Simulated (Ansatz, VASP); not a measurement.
# One calculation of HfC, two programs

File INCAR:

```
SYSTEM = HfC
PREC = Accurate ; ENCUT = 520
EDIFF = 1E-8 ; ISMEAR = -1
SIGMA = 0.05 ; LREAL = .False.
LASPH = .True. ; NELM = 100
ALGO = Normal ; ISIF = 2
LWAVE = .False. ; LCHARG = .False.
LEFG = .True. ; NBANDS = 14
```

The input KPOINTS:

```
regular mesh
0
Gamma
  12 12 12
  0 0 0
```

File POSCAR:

```
HfC
1.0
    0.0000000000      2.3327243092      2.3327243092
    2.3327243092      0.0000000000      2.3327243092
    2.3327243092      2.3327243092      0.0000000000
Hf C
1 1
Direct
    0.5000000000      0.5000000000      0.5000000000
    0.0000000000      0.0000000000      0.0000000000
```

Input for Ansatz:

```yaml
crystal:
  lattice:
    - [0.0, 2.3327243092, 2.3327243092]
    - [2.3327243092, 0.0, 2.3327243092]
    - [2.3327243092, 2.3327243092, 0.0]
  atoms:
    - { symbol: Hf, position: [0.5, 0.5, 0.5] }
    - { symbol: C, position: [0.0, 0.0, 0.0] }
kpoints:
  mp_grid: { grid: [12, 12, 12] }
scf:
  occupations: { method: fermi_dirac, width: 0.05 }
hamiltonian:
  xc: lda
  pseudopotentials: { kind: all_electron, datasets: crystal }
output:
  forces: true
  stress: true
  eigenvalues: true
  efg: { contact_densities: true }
```

Change from the starting cell: volume scaled by 1.01, crystal datasets.

Alike in both runs: task electric field gradients; functional LDA; k mesh 12 × 12 × 12; occupations fermi-dirac, width 0.05 eV; no spin polarisation.

```csv
,VASP,Ansatz
version,VASP 6.6.1,Ansatz 0.2.0
potentials or method,"VASP PAW LDA potentials, release 64 (Hf_pv, C)","all-electron PAW with datasets made for the crystal, scalar-relativistic"
plane-wave cutoff (eV),520,see its input
```

|  | VASP | Ansatz | Ansatz less VASP |
| --- | --- | --- | --- |
| pressure (GPa) | -13.7 | -13.9 | -0.18 |
| Vzz of the field gradient on the site that differs most (V/Å²) | 0.0 | 0.0 | 0.00 |

Ansatz ran all-electron here, so the differences hold the error of VASP's frozen core and of both bases. Ansatz warned: «gradients_without_spin_orbit».

Spin-orbit coupling is left out, which matters for the levels of Hf.
